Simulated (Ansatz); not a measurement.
# Sb (R-3m) in Ansatz: a series of runs

The runs below take Sb through band structure, with PBEsol.

All numbers are computed with Ansatz 0.2.0; they aren't measurements. Logs are shortened: lines on timing, memory, paths and dates and some standing lists are left out, and cuts for length are marked.

## Step 1: The structure

The structure is trigonal, space group R-3m (No. 166). The conventional cell has a = 4.308 Å, b = 4.308 Å, c = 11.274 Å, α = 90.00°, β = 90.00°, γ = 120.00°. Sb (site symmetry 3m) is surrounded by 3 Sb at 2.91 Å.

## Step 2: Band structure, PBEsol, 27.84 Å³/atom (strain_xy = -0.04)

input.yaml

```yaml
crystal:
  lattice:
    - [2.068032, 1.1939788319, 3.758]
    - [-2.068032, 1.1939788319, 3.758]
    - [0.0, -2.3879576638, 3.758]
  atoms:
    - { symbol: Sb, position: [0.76651, 0.76651, 0.76651] }
    - { symbol: Sb, position: [0.23349, 0.23349, 0.23349] }
kpoints:
  mp_grid: { grid: [8, 8, 8] }
  band_path:
    path:
      - [0.0, 0.0, 0.0]
      - [0.5, 0.0, 0.0]
      - [0.5, 0.2339625416, -0.2339625416]
    npoints: 10
scf:
  occupations: { method: fermi_dirac, width: 0.05 }
hamiltonian:
  xc: pbesol
  pseudopotentials: { kind: all_electron, lapw: { basis_error: 0.001 } }
output:
  forces: true
  stress: true
  eigenvalues: true
```

Potentials or basis: all-electron LAPW, scalar-relativistic.

Started as:

```console
$ ansatz run input.yaml --threads 1 --pin off --max-ram 3072MiB --backend cpu --events-out ev --progress --plain --runs-dir out
```

Standard output:

```text
Warning: RAYON_NUM_THREADS=1 ignored (pool sized by the plan → 1); use --threads N
LAPW: plane waves up to 8.073 Å⁻¹, error target 1.0e-3 eV per atom; small_component_spin mean_spin; Sb in spheres of 1.412 Å, 23 of its electrons in bands, Dirac shells [] (how accurate: hamiltonian.pseudopotentials.lapw.basis_error, Limitations)
Engine: ansatz 0.2.0, x86_64-unknown-linux-gnu
Pseudopotentials: kind: all_electron
Pseudopotential: Sb, LAPW, valence charge 23, lapw/all_electron/scalar/gaussian/Sb, Koelling and Harmon's equation, gaussian nucleus
Functional definition: PBEsol
  exchange = pbesol_x
  correlation = pbesol_c
Crystal: 2 atoms, lattice volume = 55.675 Å³
Basis set: ecut = 248.30158242082337 eV, 507 PW (Γ), exchange–correlation at level 2
Bands: 28, of which v1, the nominal top of the filled ones, is band 23 counted from 1 (22 counted from 0)
Symmetry: 12 space group operations
Space group: R-3m (ITA 166), of the structure as read, at distance tolerance 3.8e-5 Å
k-points: 65 of 512
Non-local potential: Sb, projectors of the file, none
Initial density: superposition of atomic densities (chi_scale 0.1, normalization cell)
Initial wavefunctions: plane waves of lowest kinetic energy (no species holds an atomic orbital)
Functional: x = pbesol(κ = 0.804, μ = 0.12345679012345678), c = pbesol(β = 0.046)
iter 1 solved again at ethr=1.84e-4 eV; its pass at ethr=1.00e-1 eV (dr2=8.48e-2 eV) is discarded
SCF iter   1: F=—  HF=-352583.551299 eV  |F-HF|=—  |Δ(HF+E_count)|=         —  Δρ=1.38e-2  dr2=8.59e-2  ethr=1.84e-4  ⟨swp⟩=3.0  Hψ=12061  notcnv=0
preconditioner: auto → none  [insulator: Δε(μ)=0.171 eV  Ē_g=9.896 eV  σ=0.050 eV  W_gap=0.61  n_scr=14 (ndim 8)  ℏωp=15.7 eV  f_vac=0.005  D(μ)=0.40/eV (n_scr^D=0)  ε∞_Penn≈3.5]
SCF iter   2: F=—  HF=-352583.535478 eV  |F-HF|=—  |Δ(HF+E_count)|=   1.58e-2  Δρ=6.49e-3  dr2=1.89e-2  ethr=1.84e-4  ⟨swp⟩=2.0  Hψ=5104  notcnv=0
iter 3 solved again at ethr=9.85e-8 eV; its pass at ethr=4.12e-5 eV (dr2=4.53e-5 eV) is discarded
SCF iter   3: F=—  HF=-352583.533055 eV  |F-HF|=—  |Δ(HF+E_count)|=   2.42e-3  Δρ=3.74e-4  dr2=4.54e-5  ethr=9.85e-8  ⟨swp⟩=2.4  Hψ=8850  notcnv=0
SCF iter   4: F=—  HF=-352583.532706 eV  |F-HF|=—  |Δ(HF+E_count)|=         —  Δρ=9.31e-5  dr2=3.02e-6  ethr=9.85e-8  ⟨swp⟩=2.9  Hψ=5214  notcnv=0
the basis was enlarged: its passes take 67.5 KiB over the memory plan, 1 of 1 planned eigensolver slots
SCF iter   5: F=—  HF=-352583.532707 eV  |F-HF|=—  |Δ(HF+E_count)|=   1.07e-6  Δρ=2.13e-5  dr2=3.62e-7  ethr=6.58e-9  ⟨swp⟩=2.9  Hψ=5276  notcnv=0
SCF iter   6: F=-352583.532707 eV  HF=-352583.532707 eV  |F-HF|=9.74e-8  |Δ(HF+E_count)|=   1.43e-7  Δρ=7.61e-6  dr2=8.42e-8  ethr=7.87e-10  ⟨swp⟩=3.0  Hψ=5385  notcnv=0
SCF 1 converged in 6 iterations: F = -352583.532707 eV  dr2 = 8.42e-8
NSCF: frozen V_eff on 21 k-points
SCF converged after 6 iterations
Free energy (F): -352583.532707 eV
Harris-Foulkes:  -352583.532707 eV  (|F-HF|=9.74e-8)
Internal energy: -352583.529266 eV  (E = F + TS)
E sigma→0 (E₀):  -352583.530986 eV
Entropy (-TS):   -0.003441 eV (-1.720 meV/atom)
Fermi energy:    14.175039 eV
--- Per-component energies (eV) ---
  E_band       = -1742.810308
  E_kinetic    = 371558.603719
  E_xc         = -9134.105499
  E_electrostatic = -715008.027486  (all electrons and nuclei)
  E_smearing   = -0.003441  (= −TS)
  E_closure    = 0.000000  (closes the sum)
  E_atoms      = -352574.528891  (free atoms, spherical and without spin; not in F)
  Σ components = -352583.532707   (vs F -352583.532707, Δ=0.00e0)
  Basis errors (estimates in eV, not in F): energy 4.1e-4 per atom: plane waves 3.7e-4 (2.1e-4 summed), levels above the bands 1.7e-47, relativity 1.8e-8, radial functions 3.5e-5, core shells 1.1e-8; eigenvalues (radial functions only) 3.0e-7; not estimated: angular momenta, meshes, grids; target (lapw.basis_error) 1.0e-3; muffin-tin radii Sb 1.412 Å
--- Forces (eV/Å), atoms counted from 1 ---
  atom   1  Sb    -0.00000000    -0.00000000    -0.60628562
  atom   2  Sb     0.00000000     0.00000000     0.60628562
  max |Σ_I F_I| component: 5.78e-19 eV/Å
--- Stress (GPa, compression-positive) ---
        6.799031      -0.000000      -0.000000
       -0.000000       6.799031       0.000000
       -0.000000       0.000000       4.390115
  P = ⅓ Tr σ = 5.9961 GPa (59.961 kbar)
--- Band table (eV; the first three rows and the last of 65) ---
  k-point 0: bands = ["-130.2894", "-130.2882", "-83.3249", "-83.3249", "-83.3185", "-83.3185", "-83.3119", "-83.3066", "-15.4386", "-15.4386", "-15.3173", "-15.3173", "-15.2991", "-15.1660", "-15.1660", "-15.1647", "-15.0660", "-15.0660", "0.6701", "9.6074", "11.4983", "12.3340", "12.3340", "16.1988", "16.9161", "16.9161", "19.3384", "19.3565"]
  k-point 1: bands = ["-130.2894", "-130.2883", "-83.3249", "-83.3248", "-83.3188", "-83.3185", "-83.3116", "-83.3068", "-15.4305", "-15.4267", "-15.3138", "-15.3104", "-15.2936", "-15.1713", "-15.1713", "-15.1677", "-15.0786", "-15.0744", "0.8617", "8.7481", "11.6163", "12.2598", "12.5108", "16.2190", "16.4296", "16.4978", "18.5975", "18.9666"]
  k-point 2: bands = ["-130.2892", "-130.2884", "-83.3250", "-83.3244", "-83.3197", "-83.3185", "-83.3108", "-83.3071", "-15.4090", "-15.3929", "-15.3060", "-15.2916", "-15.2769", "-15.1897", "-15.1866", "-15.1740", "-15.1123", "-15.0964", "1.4313", "7.0838", "11.6375", "12.1173", "12.9457", "15.3547", "15.4965", "15.6056", "18.8280", "19.6845"]
  k-point 64: bands = ["-130.2893", "-130.2883", "-83.3246", "-83.3246", "-83.3188", "-83.3188", "-83.3112", "-83.3074", "-15.3773", "-15.3773", "-15.2946", "-15.2946", "-15.2738", "-15.1870", "-15.1838", "-15.1838", "-15.1326", "-15.1326", "2.2446", "4.6365", "12.8416", "12.8416", "14.0492", "14.3566", "14.3566", "15.6111", "21.0178", "23.0932"]
```

It took 48 s on 1 thread of AMD EPYC 7R43 (Zen 3), shared host; peak memory 0.4 GiB.

Results:

```
Free energy             : -352583.5327 eV
Pressure                : 6.0 GPa
Largest force           : 0.606 eV/Å
Band gap along the path : none (metal or under the smearing width)
```

Caveat: spin-orbit coupling is left out, which moves the levels of the heavy elements.

## Step 3: Band structure, PBEsol, 29.01 Å³/atom (strain_xy = -0.02)

Changes to input.yaml since step 2:

```diff
@@ -2,5 +2,5 @@
   lattice:
-    - [2.068032, 1.1939788319, 3.758]
-    - [-2.068032, 1.1939788319, 3.758]
-    - [0.0, -2.3879576638, 3.758]
+    - [2.111116, 1.2188533909, 3.758]
+    - [-2.111116, 1.2188533909, 3.758]
+    - [0.0, -2.4377067818, 3.758]
   atoms:
@@ -14,3 +14,3 @@
       - [0.5, 0.0, 0.0]
-      - [0.5, 0.2339625416, -0.2339625416]
+      - [0.5, 0.2367957447, -0.2367957447]
     npoints: 10
```

Potentials or basis: all-electron LAPW, scalar-relativistic.

Started as:

```console
$ ansatz run input.yaml --threads 1 --pin off --max-ram 3072MiB --backend cpu --events-out ev --progress --plain --runs-dir out
```

It took 26 s on 1 thread of AMD EPYC 7R43 (Zen 3), shared host; peak memory 0.41 GiB.

Results (log left out):

```
Free energy             : -352583.6048 eV
Pressure                : 2.7 GPa
Largest force           : 0.332 eV/Å
Band gap along the path : none (metal or under the smearing width)
```

Caveat: spin-orbit coupling is left out, which moves the levels of the heavy elements.

## Step 4: Band structure, PBEsol

input.yaml

```yaml
crystal:
  lattice:
    - [2.1542, 1.2437279499, 3.758]
    - [-2.1542, 1.2437279499, 3.758]
    - [0.0, -2.4874558998, 3.758]
  atoms:
    - { symbol: Sb, position: [0.76651, 0.76651, 0.76651] }
    - { symbol: Sb, position: [0.23349, 0.23349, 0.23349] }
kpoints:
  mp_grid: { grid: [6, 6, 6] }
  band_path:
    path:
      - [0.0, 0.0, 0.0]
      - [0.5, 0.0, 0.0]
      - [0.5, 0.2396873643, -0.2396873643]
    npoints: 10
scf:
  occupations: { method: fermi_dirac, width: 0.05 }
hamiltonian:
  xc: pbesol
  pseudopotentials: { kind: all_electron, lapw: { basis_error: 0.001 } }
output:
  forces: true
  stress: true
  eigenvalues: true
```

Started as:

```console
$ ansatz run input.yaml --threads 1 --pin off --max-ram 3072MiB --backend cpu --events-out ev --progress --plain --runs-dir out
```

It took 20 s on 1 thread of AMD EPYC 7R43 (Zen 3), shared host; peak memory 0.33 GiB.

The run converged. Its results:

```yaml
Free_energy: -352583.6411 eV
Pressure: 0.1 GPa
Largest_force: 0.018 eV/Å
Band_gap_along_the_path: none (metal or under the smearing width)
```

Forces in eV/Å, atoms in the order of the input:
```
Sb   0.000  0.000 -0.018
Sb   0.000  0.000  0.018
```

Stress tensor (GPa, compression positive):
```
 0.18  0.00  0.00
 0.00  0.18  0.00
 0.00  0.00 -0.09
```

Levels at the corners of the path, in eV from the Fermi level:
```tsv
point	band 19	band 20	band 21	band 22	band 23	band 24	band 25	band 26	band 27	band 28
Γ	-12.77	-4.88	-2.10	-1.82	-1.82	2.05	2.66	2.66	5.09	5.09
L	-10.40	-9.68	-1.96	-1.86	-0.34	-0.26	0.12	0.45	7.49	8.33
B1	-9.86	-9.09	-5.03	-4.90	-0.77	0.65	4.54	4.61	5.97	6.14
```

Caveat: the k mesh is thin for a metal, which can move the energy by tens of meV per atom; spin-orbit coupling is left out, which moves the levels of the heavy elements.

## Step 5: Band structure, PBEsol, spin-orbit coupling, no magnetisation

Changes to input.yaml since step 4:

```diff
@@ -21,2 +21,5 @@
   pseudopotentials: { kind: all_electron, lapw: { basis_error: 0.001 } }
+magnetization:
+  noncollinear: true
+  spin_orbit: true
 output:
```

Potentials or basis: all-electron LAPW, relativistic spinors.

Started as:

```console
$ ansatz run input.yaml --threads 1 --pin off --max-ram 3072MiB --backend cpu --events-out ev --progress --plain --runs-dir out
```

Run time: 3.3 min. Hardware: 1 thread of AMD EPYC 7R43 (Zen 3), shared host; peak memory 0.52 GiB.

It converged, with:

```
Free energy             : -352695.3334 eV
Pressure                : 0.1 GPa
Largest force           : 0.016 eV/Å
Band gap along the path : none (metal or under the smearing width)
```

Forces in eV/Å, atoms in the order of the input:
```
Sb   0.000  0.000 -0.016
Sb   0.000  0.000  0.016
```

Stress tensor (GPa, compression positive):
```
 0.26  0.00  0.00
 0.00  0.26  0.00
 0.00  0.00 -0.09
```

Levels at the corners of the path, in eV from the Fermi level:
| point | band 42 | band 43 | band 44 | band 45 | band 46 | band 47 | band 48 | band 49 | band 50 | band 51 |
| --- | --- | --- | --- | --- | --- | --- | --- | --- | --- | --- |
| Γ | -2.44 | -1.72 | -1.72 | -1.54 | -1.54 | 1.83 | 1.83 | 2.60 | 2.60 | 2.94 |
| L | -2.00 | -1.89 | -1.89 | -0.34 | -0.34 | -0.26 | -0.26 | 0.19 | 0.19 | 0.50 |
| B1 | -5.05 | -4.89 | -4.89 | -0.77 | -0.77 | 0.65 | 0.65 | 4.49 | 4.49 | 4.69 |

Caveat: the k mesh is thin for a metal, which can move the energy by tens of meV per atom.
